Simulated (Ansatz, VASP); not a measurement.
# SrO: VASP beside Ansatz, part 2 of 2

One calculation is typed for both programs; each brings its own data sets and cutoff. How far apart do they land? The cell is a member of a volume series, scaled by 0.985 from a relaxed one, so a pressure remains.

VASP 6.6.1 and Ansatz 0.2.0.

So far. Step 5 (Ansatz: single point, LDA, volume scaled by 0.97): The run ends at a pressure of 2.50 GPa.

## 8. Ansatz: single point, LDA, volume scaled by 1.03

Level of this step: Ansatz beside VASP: Kohn-Sham DFT, plane waves, LDA (Ansatz).

A single point gives forces, pressure and levels at one fixed geometry, so differences don't come from the geometry; what else differs is listed under the comparison. The cell compared in this pair holds 33.70 Å³, against 31.74 Å³ for the pair before.

The cell is a member of a volume series, scaled by 1.03 from a relaxed one, so a pressure remains.

File input.yaml:

```yaml
crystal:
  lattice:
    - [0.0, 2.56374882, 2.56374882]
    - [2.56374882, 0.0, 2.56374882]
    - [2.56374882, 2.56374882, 0.0]
  atoms:
    - { symbol: Sr, position: [0.0, 0.0, 0.0] }
    - { symbol: O, position: [0.5, 0.5, 0.5] }
hamiltonian:
  xc: lda
  pseudopotentials: { kind: paw }
kpoints:
  mp_grid: { grid: [8, 8, 8] }
scf:
  occupations: { method: gaussian, width: 0.03 }
  n_extra_bands: 4
output:
  forces: true
  stress: true
  eigenvalues: true
  write_density: true
  write_potential: true
  elf: true
  volumetric_format: npy
```

The run is started by

```console
ansatz run input.yaml --threads 2 --pin off --max-ram 4608MiB --backend cpu --events-out ev --progress --plain --runs-dir out
```

Numbers of over 12 decimals in the logs are rounded to 6 here.

Log:

```text
[...]
Crystal: 2 atoms, lattice volume = 33.702 Å³
Basis set: ecut = 420 eV, 645 PW (Γ)
Bands: 12, of which v1, the nominal top of the filled ones, is band 8 counted from 1 (7 counted from 0)
Symmetry: 48 space group operations
[...]
k-points: 29 of 512
[...]
--- Band table (eV; the first three rows and the last of 29) ---
  k-point 0: bands = [... 4 lower, -6.1011, 7.6116, 7.6116, 7.6116, 11.4817, 13.7972, 13.7972, 13.7972]
  k-point 1: bands = [... 4 lower, -5.7530, 7.1405, 7.4129, 7.4129, 12.1950, 13.6226, 14.1073, 14.1073]
  k-point 2: bands = [... 4 lower, -5.2700, 6.2922, 6.9839, 6.9839, 13.5358, 13.7463, 14.9541, 14.9541]
  k-point 28: bands = [... 4 lower, -5.4716, 6.4655, 7.2003, 7.2003, 13.5600, 13.5600, 16.3399, 18.9183]
[key lines of the parts left out:]
SCF converged after 6 iterations
Free energy (F): -4002.814831 eV
Fermi energy:    9.187708 eV
P = ⅓ Tr σ = -3.5704 GPa (-35.704 kbar)
```

Wall time 0.69 s (2 threads of Arm Neoverse V1, shared host); peak memory 0.27 GiB.

The run ends at a pressure of -3.57 GPa.

## 9. VASP: single point, LDA, volume scaled by 1.03

The same cell, functional (in two slightly different forms), mesh and smearing now go to VASP, with its own data sets and cutoff.

The input asks for a relaxation, which ended at its first step since no free force or stress exceeded the threshold; so it serves as a single point.

File INCAR:

```
SYSTEM = SrO
PREC = Accurate
ENCUT = 560
EDIFF = 1E-07
NELM = 100
ISMEAR = 0
SIGMA = 0.03
LREAL = .FALSE.
ALGO = Normal
GGA = CA
NBANDS = 14
LORBIT = 11
LWAVE = .FALSE.
LCHARG = .FALSE.
KPAR = 4
IBRION = 2
NSW = 50
ISIF = 4
EDIFFG = -0.002
```

File POSCAR:

```
SrO
1.0
    0.0000000000      2.5637488181      2.5637488181
    2.5637488181      0.0000000000      2.5637488181
    2.5637488181      2.5637488181      0.0000000000
Sr O
1 1
Direct
    0.0000000000      0.0000000000      0.0000000000
    0.5000000000      0.5000000000      0.5000000000
```

File KPOINTS:

```
Automatic mesh
0
Gamma
8 8 8
0 0 0
```

PAW data sets: Sr_sv and O (LDA family, release 64).

The run is started by

```console
mpirun -np 4 vasp_std
```

Log:

```text
[... set-up lines as in an earlier step ...]
 entering main loop
       N       E                     dE             d eps       ncg     rms          rms(c)
DAV:   1     0.753548664676E+02    0.75355E+02   -0.91312E+03   812   0.120E+03
DAV:   2    -0.121016451264E+02   -0.87457E+02   -0.79395E+02  1102   0.240E+02
DAV:   3    -0.154740103934E+02   -0.33724E+01   -0.33509E+01  1044   0.452E+01
DAV:   4    -0.155622581430E+02   -0.88248E-01   -0.88231E-01  1020   0.626E+00
[...]
DAV:  12    -0.133800217652E+02   -0.16066E-05   -0.30170E-06   950   0.137E-02    0.945E-03
DAV:  13    -0.133800215346E+02    0.23064E-06   -0.12455E-06   956   0.836E-03    0.219E-03
DAV:  14    -0.133800215462E+02   -0.11639E-07   -0.77002E-08   540   0.257E-03
   1 F= -.13380022E+02 E0= -.13380022E+02  d E =-.133800E+02
[...]
reached required accuracy - stopping structural energy minimisation
```

Parts of OUTCAR (step 9):

```text
  Total       -0.6064908     -0.6064908     -0.6064908     -0.0000000     -0.0000000      0.0000000
  in kB      -28.8322390    -28.8322390    -28.8322390     -0.0000000     -0.0000000      0.0000000
  external PRESSURE =     -28.8322390 kB  Pullay stress =       0.0000000 kB

 POSITION                                       TOTAL-FORCE (eV/Angst)
 -----------------------------------------------------------------------------------
      0.00000      0.00000      0.00000         0.000000      0.000000      0.000000
      2.56375      2.56375      2.56375         0.000000      0.000000     -0.000000
 -----------------------------------------------------------------------------------
    total drift:                                0.000000      0.000000      0.000000

  FREE ENERGIE OF THE ION-ELECTRON SYSTEM (eV)
  ---------------------------------------------------
  free  energy   TOTEN  =       -13.3800215462 eV

  energy  without entropy=      -13.3800215462  energy(sigma->0) =      -13.38002155

[... 2 parts as in an earlier step ...]

[... 2 further parts left out ...]
[key lines of the parts left out:]
E-fermi :   1.5901
```

## 10. Side by side

Compared:

```csv
quantity,Ansatz,VASP,difference
pressure (GPa),-3.57,-2.88,-0.69
pressure without Ansatz's Pulay correction (GPa),-4.08,-2.88,-1.20
gap on the k mesh (eV),3.152,3.094,+0.059
```

A gap on the mesh is an upper bound, since the band edges may lie between its points. Ansatz's pressure holds a Pulay correction of 0.51 GPa; VASP's holds none.

## 11. Further runs

Further runs change the set-up of one program: Ansatz's method, potentials or start, or VASP's data sets, cutoff or form of LDA. The table gives Ansatz less VASP for each quantity, since a change that brings one quantity closer may part another.

```csv
run,pressure (GPa),gap on the k mesh (eV)
as above,-0.69,0.059
Ansatz's all-electron LAPW method,-0.68,0.057
```

## 12. Outcome

```yaml
difference_in_gap_on_the_k_mesh_single_point_lda_volume_scaled_by_0p985: 0.064 eV
difference_in_pressure_single_point_lda_volume_scaled_by_0p985: -0.84 GPa
difference_in_gap_on_the_k_mesh_single_point_lda_volume_scaled_by_0p97: 0.066 eV
difference_in_pressure_single_point_lda_volume_scaled_by_0p97: -0.91 GPa
difference_in_gap_on_the_k_mesh_single_point_lda_volume_scaled_by_1p03: 0.059 eV
difference_in_pressure_single_point_lda_volume_scaled_by_1p03: -0.69 GPa
```

The difference in pressure is -0.91 GPa (single point, LDA, volume scaled by 0.97), within the 1 GPa picked in this series as the mark of a large difference. For single point, LDA, volume scaled by 1.03, no further run moves any of the tabulated differences by more than a quarter of its size. 2 further runs of this series are not shown here. Such differences can come from data sets, numerical settings and the points named under the comparisons, not from the functional's error against experiment.

[Lines on the potential files, build, host, timing and source positions are cut from VASP's logs without a mark.]

[Logs are printed without paths, hosts, clocks, repeated set-up lines and the standing remarks that a program may print on its own settings, such as how far it seeks lower states.]

[Hosts, paths, dates, database ids (printed as entryN), source tags and the programs' standing remarks are cut or masked in the printed files.]
